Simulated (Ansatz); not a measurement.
Structure types of GaN were relaxed at one common pressure (all-electron LAPW in Ansatz 0.2.0 under PBE, scalar-relativistic, no spin polarisation, zero temperature). They take these volumes:

```tsv
type	space group	V (Å³/atom)
rocksalt	Fm-3m	9.04
CsCl	Pm-3m	9.37
zincblende	F-43m	10.78
wurtzite	P6_3mc	10.79
NiAs	P6_3/mmc	9.23
```

At about which pressure, and is the densest type also the lowest in enthalpy?

18 GPa. The densest is rocksalt, and it is 269 meV/atom above wurtzite: its gain in pV doesn't pay for its higher energy here.
